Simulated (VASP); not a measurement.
# CaO (Fm-3m) in VASP: further runs, part 2 of 2

VASP 6.6.1.

## (4) Band structure, PBE0

File POSCAR:

```
CaO
1.0
    0.0000000000      2.4035556960      2.4035556960
    2.4035556960      0.0000000000      2.4035556960
    2.4035556960      2.4035556960      0.0000000000
Ca O
1 1
Direct
    0.0000000000      0.0000000000      0.0000000000
    0.5000000000      0.5000000000      0.5000000000
```

File INCAR.step1:

```
SYSTEM = CaO
ALGO = Normal ; EDIFF = 1E-5
ENCUT = 520 ; GGA = PE
ISIF = 2 ; ISMEAR = 0
KPAR = 4 ; LASPH = .True.
LCHARG = .False. ; LREAL = .False.
LWAVE = .True. ; NELM = 100
PREC = Accurate ; SIGMA = 0.02
```

File INCAR.step2:

```
SYSTEM = CaO
AEXX = 0.25 ; ALGO = Normal
EDIFF = 1E-6 ; ENCUT = 520
GGA = PE ; HFRCUT = -1
ISIF = 2 ; ISMEAR = 0
ISTART = 1 ; KPAR = 4
LASPH = .True. ; LCHARG = .False.
LHFCALC = .True. ; LREAL = .False.
LWAVE = .False. ; NELM = 100
PREC = Accurate ; PRECFOCK = Fast
SIGMA = 0.02
```

File KPOINTS:

```
k-points
0
Gamma
  6 6 6
  0 0 0
```

File KPOINTS_OPT:

```
path GXWKGLUWLK,UX
8
line-mode
reciprocal
 0.0000000000  0.0000000000  0.0000000000  G
 0.5000000000  0.0000000000  0.5000000000  X

 0.5000000000  0.0000000000  0.5000000000  X
 0.5000000000  0.2500000000  0.7500000000  W

 0.5000000000  0.2500000000  0.7500000000  W
 0.3750000000  0.3750000000  0.7500000000  K

 0.3750000000  0.3750000000  0.7500000000  K
 0.0000000000  0.0000000000  0.0000000000  G

 0.0000000000  0.0000000000  0.0000000000  G
 0.5000000000  0.5000000000  0.5000000000  L

 0.5000000000  0.5000000000  0.5000000000  L
 0.6250000000  0.2500000000  0.6250000000  U

 0.6250000000  0.2500000000  0.6250000000  U
 0.5000000000  0.2500000000  0.7500000000  W

 0.5000000000  0.2500000000  0.7500000000  W
 0.5000000000  0.5000000000  0.5000000000  L

 0.5000000000  0.5000000000  0.5000000000  L
 0.3750000000  0.3750000000  0.7500000000  K

 0.6250000000  0.2500000000  0.6250000000  U
 0.5000000000  0.0000000000  0.5000000000  X
```

The run is started by

```
$ cat potpaw_PBE.64/Ca_sv/POTCAR potpaw_PBE.64/O/POTCAR > POTCAR
$ cp INCAR.step1 INCAR
$ mpirun -np 4 vasp_std > vasp.out
$ cp INCAR.step2 INCAR
$ mpirun -np 4 vasp_std > vasp.out
```

Wall time 5.1 min (4 MPI ranks of Intel Xeon 6975P-C (Granite Rapids), shared host); peak memory 0.17 GiB.

The run converged. Its results:

- Free energy: -15.4514 eV
- Pressure: 0.0 GPa
- Band gap on the k mesh: 6.04 eV, indirect (least direct gap 6.47 eV)
- Band gap along the path: 6.04 eV, indirect (least direct gap 6.47 eV)

Levels at the corners of the path, in eV from the valence-band top:
| point | band 4 | band 5 | band 6 | band 7 | band 8 | band 9 | band 10 | band 11 | band 12 |
| --- | --- | --- | --- | --- | --- | --- | --- | --- | --- |
| Γ | -19.51 | -17.07 | 0.00 | 0.00 | 0.00 | 6.94 | 8.95 | 8.95 | 8.95 |
| X | -19.75 | -16.80 | -1.47 | -0.43 | -0.43 | 6.04 | 10.91 | 11.92 | 12.72 |
| X | -19.75 | -16.80 | -1.47 | -0.43 | -0.43 | 6.04 | 10.91 | 11.92 | 12.72 |
| W | -19.96 | -16.32 | -1.40 | -1.17 | -1.17 | 8.95 | 8.95 | 11.34 | 12.76 |
| W | -19.96 | -16.32 | -1.40 | -1.17 | -1.17 | 8.95 | 8.95 | 11.34 | 12.73 |
| K | -19.69 | -16.35 | -1.45 | -1.35 | -0.86 | 7.65 | 10.82 | 11.51 | 12.15 |
| K | -19.69 | -16.35 | -1.45 | -1.35 | -0.86 | 7.65 | 10.82 | 11.51 | 12.15 |
| Γ | -19.51 | -17.07 | 0.00 | 0.00 | 0.00 | 6.94 | 8.95 | 8.95 | 8.95 |
| Γ | -19.51 | -17.07 | 0.00 | 0.00 | 0.00 | 6.94 | 8.95 | 8.95 | 8.96 |
| L | -19.56 | -15.66 | -2.86 | -1.28 | -1.28 | 9.81 | 10.80 | 11.38 | 11.38 |
| L | -19.56 | -15.66 | -2.86 | -1.28 | -1.28 | 9.81 | 10.80 | 11.38 | 11.38 |
| U | -19.69 | -16.35 | -1.45 | -1.35 | -0.86 | 7.65 | 10.82 | 11.51 | 12.17 |
| U | -19.69 | -16.35 | -1.45 | -1.35 | -0.86 | 7.65 | 10.82 | 11.51 | 12.15 |
| W | -19.96 | -16.32 | -1.40 | -1.17 | -1.17 | 8.95 | 8.95 | 11.34 | 12.73 |
| W | -19.96 | -16.32 | -1.40 | -1.17 | -1.17 | 8.95 | 8.95 | 11.34 | 12.72 |
| L | -19.56 | -15.66 | -2.86 | -1.28 | -1.28 | 9.81 | 10.80 | 11.38 | 11.38 |
| L | -19.56 | -15.66 | -2.86 | -1.28 | -1.28 | 9.81 | 10.80 | 11.38 | 11.38 |
| K | -19.69 | -16.35 | -1.45 | -1.35 | -0.86 | 7.65 | 10.82 | 11.51 | 12.20 |
| U | -19.69 | -16.35 | -1.45 | -1.35 | -0.86 | 7.65 | 10.82 | 11.51 | 12.16 |
| X | -19.75 | -16.80 | -1.47 | -0.43 | -0.43 | 6.04 | 10.91 | 11.91 | 12.72 |

Caveat: the PAW data sets were made with another functional, which shifts forces and pressure a little.

## (5) G0W0 quasiparticle levels, LDA

POSCAR is that of step 4.

File INCAR.step1:

```
SYSTEM = CaO
ALGO = Normal ; EDIFF = 1E-8
ENCUT = 500 ; ISMEAR = 0
KPAR = 4 ; LASPH = .TRUE.
LCHARG = .FALSE. ; LREAL = .FALSE.
LWAVE = .TRUE. ; NELM = 100
PREC = Accurate ; SIGMA = 0.01
```

File INCAR.step2:

```
SYSTEM = CaO
ALGO = Exact ; EDIFF = 1E-8
ENCUT = 500 ; ISMEAR = 0
ISTART = 1 ; KPAR = 4
LASPH = .TRUE. ; LCHARG = .FALSE.
LOPTICS = .TRUE. ; LREAL = .FALSE.
LWAVE = .TRUE. ; NBANDS = 186
NELM = 1 ; PREC = Accurate
SIGMA = 0.01
```

File INCAR.step3:

```
SYSTEM = CaO
ALGO = EVGW0 ; EDIFF = 1E-8
ENCUT = 500 ; ENCUTGW = 200
ISMEAR = 0 ; ISTART = 1
KPAR = 4 ; LASPH = .TRUE.
LCHARG = .FALSE. ; LREAL = .FALSE.
LWAVE = .FALSE. ; NBANDS = 186
NBANDSGW = 16 ; NELMGW = 1
NOMEGA = 50 ; PREC = Accurate
PRECFOCK = Fast ; SIGMA = 0.01
```

File KPOINTS:

```
k-points
0
G
  6 6 6
  0 0 0
```

Potentials or basis: VASP PAW LDA potentials, release 64 (Ca_sv_GW, O_GW).

The run is started by

```
$ cat potpaw_LDA.64/Ca_sv_GW/POTCAR potpaw_LDA.64/O_GW/POTCAR > POTCAR
$ cp INCAR.step1 INCAR
$ mpirun -np 4 vasp_std > vasp.out
$ cp INCAR.step2 INCAR
$ mpirun -np 4 vasp_std > vasp.out
$ cp INCAR.step3 INCAR
$ mpirun -np 4 vasp_std > vasp.out
```

OUTCAR:

```text
SYSTEM = CaO
   EDIFF = 1E-8
   ENCUT = 500
   ENCUTGW = 200
   ISMEAR = 0
   ISTART = 1
   LASPH = .TRUE.
   LREAL = .FALSE.
   NELMGW = 1
   PREC = Accurate
   PRECFOCK = Fast

 ion  position               nearest neighbor table
   1  0.000  0.000  0.000-   2 2.40   2 2.40   2 2.40   2 2.40   2 2.40   2 2.40
   2  0.500  0.500  0.500-   1 2.40   1 2.40   1 2.40   1 2.40   1 2.40   1 2.40

  LATTYP: Found a face centered cubic cell.
 ALAT       =     4.8071113920

  Lattice vectors:

 A1 = (   0.0000000000,   2.4035556960,   2.4035556960)
 A2 = (   2.4035556960,   0.0000000000,   2.4035556960)
 A3 = (   2.4035556960,   2.4035556960,   0.0000000000)

Analysis of symmetry for initial positions (statically):
=====================================================================
 Subroutine PRICEL returns:
 Original cell was already a primitive cell.

 Routine SETGRP: Setting up the symmetry group for a
 face centered cubic supercell.

 Subroutine GETGRP returns: Found 48 space group operations
 (whereof 48 operations were pure point group operations)
 out of a pool of 48 trial point group operations.

The static configuration has the point symmetry O_h .

Analysis of symmetry for dynamics (positions and initial velocities):
=====================================================================
 Subroutine PRICEL returns:
 Original cell was already a primitive cell.

 Routine SETGRP: Setting up the symmetry group for a
 face centered cubic supercell.

 Subroutine GETGRP returns: Found 48 space group operations
 (whereof 48 operations were pure point group operations)
 out of a pool of 48 trial point group operations.

The dynamic configuration has the point symmetry O_h .

 Subroutine INISYM returns: Found 48 space group operations
 (whereof 48 operations are pure point group operations),
 and found     1 'primitive' translations

----------------------------------------------------------------------------------------

                                     Primitive cell

  volume of cell :      27.7711

  direct lattice vectors                    reciprocal lattice vectors
     0.000000000  2.403555696  2.403555696    -0.208025136  0.208025136  0.208025136
     2.403555696  0.000000000  2.403555696     0.208025136 -0.208025136  0.208025136
     2.403555696  2.403555696  0.000000000     0.208025136  0.208025136 -0.208025136

  length of vectors
     3.399141063  3.399141063  3.399141063     0.360310104  0.360310104  0.360310104

  position of ions in fractional coordinates (direct lattice)
     0.000000000  0.000000000  0.000000000
     0.500000000  0.500000000  0.500000000

  ion indices of the primitive-cell ions
   primitive index   ion index
                 1           1
                 2           2

----------------------------------------------------------------------------------------

 KPOINTS: k-points

Automatic generation of k-mesh.
 Grid dimensions read from file:
 generate k-points for:    6    6    6

 Generating k-lattice:

  Cartesian coordinates                     Fractional coordinates (reciprocal lattice)
    -0.034670856  0.034670856  0.034670856     0.166666667  0.000000000  0.000000000
     0.034670856 -0.034670856  0.034670856     0.000000000  0.166666667  0.000000000
     0.034670856  0.034670856 -0.034670856     0.000000000  0.000000000  0.166666667

  Length of vectors
     0.060051684  0.060051684  0.060051684

  Shift w.r.t. Gamma in fractional coordinates (k-lattice)
     0.000000000  0.000000000  0.000000000

 Subroutine IBZKPT returns following result:
 ===========================================

 Found     16 irreducible k-points:

 Following reciprocal coordinates:
            Coordinates               Weight
  0.000000  0.000000  0.000000      1.000000
  0.166667  0.000000  0.000000      8.000000
  0.333333  0.000000  0.000000      8.000000
  0.500000  0.000000  0.000000      4.000000
  0.166667  0.166667  0.000000      6.000000
  0.333333  0.166667  0.000000     24.000000
[... 8 lines left out ...]
 -0.333333  0.333333  0.166667     24.000000
 -0.333333  0.500000  0.166667     12.000000
   k-points           NKPTS =     16   k-points in BZ     NKDIM =    216   number of bands    NBANDS=    186
   number of dos      NEDOS =    301   number of ions     NIONS =      2
   total plane-waves  NPLWV =  21952
   dimension x,y,z NGX =    28 NGY =   28 NGZ =   28
   dimension x,y,z NGXF=    56 NGYF=   56 NGZF=   56
   ions per type =               1   1
   NGX,Y,Z   is equivalent  to a cutoff of  13.69, 13.69, 13.69 a.u.
   NGXF,Y,Z  is equivalent  to a cutoff of  27.39, 27.39, 27.39 a.u.
 SYSTEM =  CaO
   PREC   = accura    normal or accurate (medium, high low for compatibility)
   ISTART =      1    job   : 0-new  1-cont  2-samecut
   ICHARG =      0    charge: 1-file 2-atom 10-const
   ISPIN  =      1    spin polarized calculation?
   LNONCOLLINEAR =      F non collinear calculations
   LSORBIT =      F    spin-orbit coupling
   LASPH  =      T    aspherical Exc in radial PAW
   ENCUT  =  500.0 eV  36.75 Ry    6.06 a.u.   6.20  6.20  6.20*2*pi/ulx,y,z
   NELM   =     60;   NELMIN=  2; NELMDL=  0     # of ELM steps
   EDIFF  = 0.1E-07   stopping-criterion for ELM
   LREAL  =      F    real-space projection
   EDIFFG = 0.1E-06   stopping-criterion for IOM
   NSW    =      0    number of steps for IOM
   IBRION =     -1    ionic relax: 0-MD 1-quasi-New 2-CG
   NFREE  =      0    steps in history (QN), initial steepest desc. (CG)
   ISIF   =      0    stress and relaxation
   ISYM   =      3    0-nonsym 1-usesym 2-fastsym
   POTIM  = 0.5000    time-step for ionic-motion
   TEBEG  =    0.0;   TEEND  =   0.0 temperature during run
   PSTRESS=    0.0 pullay stress
   NELECT =      16.0000    total number of electrons
   NUPDOWN=      -1.0000    fix difference up-down
   EMIN   =  10.00;   EMAX   =-10.00  energy-range for DOS
   EFERMI =   0.00;   METHOD = LEGACY
   ISMEAR =     0;   SIGMA  =   0.01  broadening in eV -4-tet -1-fermi 0-gaus
   EFERMI_NEDOS =   21; number of points for ismear=-14 and -15
   IALGO  =     38    algorithm
   IMIX   =      4    mixing-type and parameters
     AMIX     =   0.40;   BMIX     =  1.00
     AMIX_MAG =   1.60;   BMIX_MAG =  1.00
  volume/ion in A,a.u.               =      13.89        93.70
  Fermi-wavevector in a.u.,A,eV,Ry     =   1.362231  2.574243 25.247954  1.855672
  Thomas-Fermi vector in A             =   2.488738
   LORBIT       =      0    0 simple, 1 ext, 2 COOP (PROOUT), +10 PAW based schemes
   GGA     = CA    functional components
   LHFCALC =     T    Hartree Fock is set to
   PRECFOCK=fast      Normal, Fast or Accurate (Low or Medium for compatibility)
   ENCUT4O =  -1.0   cutoff for four orbital integrals eV
   NKREDX  =     1    reduce k-point grid by
   NKREDY  =     1    reduce k-point grid by
   NKREDZ  =     1    reduce k-point grid by
   AEXX    =    1.0000 exact exchange contribution
   HFSCREEN=    0.0000 screening length (either q_TF or 0.3 A-1)
   HFSCREENC=   0.0000 screening length for correlation (either q_TF or 0.3 A-1)
   ENCUTFOCK=  -1.0 apply spherical cutoff to Coloumb kernel
   IVDW    =     0    specifies the selected vdW correction
   LEPSILON=     F    determine dielectric tensor
   LRPA    =     F    only Hartree local field effects (RPA)
   LRPAFORCE           =     F    calculate RPA forces
   ENCUTGW             = 200.0    cutoff for response function in eV
   ENCUTGWSOFT         = 160.0    soft cutoff for Coulomb kernel in GW response function in eV
   ENCUTLF             =  -1.0    cutoff for local field effects
   NELMGW              =     1    number of iterations in solving QP/BSE equation
   NELMHF              =     1    number of iterations in the inner HF iteration
   NKREDLFX            =     1    NKREDLFY  =   1   NKREDLFZ  =   1
 non-spin polarized calculation
 Gauss-broadening in eV      SIGMA  =   0.01
  energy-cutoff  :      500.00
  volume of cell :       27.77
 maximum number of plane-waves:       725
 NGX is ok and might be reduce to    28
  NGX = 14; NGY = 14; NGZ = 14
   NGX = 13   NGY = 13   NGZ = 13
 maximum number of plane-waves:       190

 QP shifts <psi_nk| G(iteration)W_0 |psi_nk>: iteration 1
 for sc-GW calculations column KS-energies equals QP-energies in previous step
 and V_xc(KS)=  KS-energies - (<T + V_ion + V_H > + <T+V_H+V_ion>^1  + <V_x>^1)

 k-point   1 :       0.0000    0.0000    0.0000
  band No.  KS-energies  QP-energies   sigma(KS)   V_xc(KS)     V^pw_x(r,r')   Z            occupation Imag(sigma)

      1     -32.8526     -34.5802     -23.0537     -20.2504     -34.2845       0.6163       2.0000       1.1046
      2     -13.8997     -16.2777     -23.2292     -20.0838     -28.0060       0.7560       2.0000       0.3172
      3     -13.8997     -16.2777     -23.2292     -20.0838     -28.0060       0.7560       2.0000       0.3172
      4     -13.8997     -16.2777     -23.2292     -20.0838     -28.0060       0.7560       2.0000       0.3172
      5     -10.9884     -12.9417     -21.8345     -18.8418     -30.4145       0.6527       2.0000       0.9733
      6       4.2061       3.3204     -20.4461     -19.2491     -24.3188       0.7399       2.0000       0.1940
[... 8 lines left out ...]
     15      18.9662      19.8251      -6.5511      -7.5319      -1.4802       0.8756       0.0000      -0.7727
     16      26.5517      29.5013     -11.2078     -14.8401      -5.1733       0.8121       0.0000      -1.0804
[... 284 lines left out ...]
      1     -32.7080     -34.4790     -23.1857     -20.3940     -34.4052       0.6344       2.0000       1.0963
      2     -14.4400     -16.8060     -22.6124     -19.4443     -27.5189       0.7468       2.0000       0.4016
      3     -14.2969     -16.5471     -22.6959     -19.6190     -27.9146       0.7313       2.0000       0.3968
      4     -14.2413     -16.5986     -22.8471     -19.6883     -27.7037       0.7463       2.0000       0.3687
      5     -10.4366     -12.4523     -22.6058     -19.5588     -30.7460       0.6615       2.0000       0.8720
      6       2.9718       1.9136     -18.9426     -17.5094     -22.8171       0.7384       2.0000       0.2201
[... 8 lines left out ...]
     15      17.6636      19.0944     -10.7823     -12.5676      -5.6190       0.8015       0.0000      -0.3461
     16      19.5338      21.5045     -11.9821     -14.4892      -6.0576       0.7860       0.0000      -0.7254
```

Run time: 2.4 min. Hardware: 4 MPI ranks of Intel Xeon Platinum 8559C (Emerald Rapids), shared host; peak memory 0.8 GiB.

Results:

- Band gap on the k mesh, mean-field level: 3.48 eV, indirect (least direct gap 3.86 eV)
- Quasiparticle gap: 6.01 eV
- Least direct quasiparticle gap: 6.45 eV

Caveat: the cutoff is under 1.25 times the usual one of these potentials, so pressure, stress and relaxed cells hold a basis-set (Pulay) error; bands, screening cutoff and mesh are small and nothing is extrapolated, so the quasiparticle values aren't converged.

## (6) Overview

| task | level | potentials or basis | cutoff (eV) | smearing | grid for exact exchange (PRECFOCK) | screening parameter | exchange at q = 0 | GW scheme | GW iterations | gap on the mesh (eV) | pressure (GPa) |
| --- | --- | --- | --- | --- | --- | --- | --- | --- | --- | --- | --- |
| band structure | HSE06 | VASP PAW PBE potentials, release 64 (Ca_sv, O) | 520 | gaussian 0.02 eV | Fast | 0.2 1/A | - | - | - | 5.32 | 0.1 |
| band structure | HSE03 | VASP PAW PBE potentials, release 64 (Ca_sv, O) | 520 | gaussian 0.02 eV | Fast | - | - | - | - | 5.04 | 0.1 |
| band structure | PBE0 | VASP PAW PBE potentials, release 64 (Ca_sv, O) | 520 | gaussian 0.02 eV | Fast | - | truncated | - | - | 6.04 | 0.0 |
| G0W0 quasiparticle levels | LDA | VASP PAW LDA potentials, release 64 (Ca_sv_GW, O_GW) | 500 | gaussian 0.01 eV | - | - | - | G0W0 | 1 | - | - |

Alike in all rows: no spin polarisation; cell as given; k mesh 6 × 6 × 6.

Caveats: the PAW data sets were made with another functional, which shifts forces and pressure a little (some runs); the cutoff is under 1.25 times the usual one of these potentials, so pressure, stress and relaxed cells hold a basis-set (Pulay) error (some runs); bands, screening cutoff and mesh are small and nothing is extrapolated, so the quasiparticle values aren't converged (some runs).

Absolute energies hang on the potentials; compare differences alone.
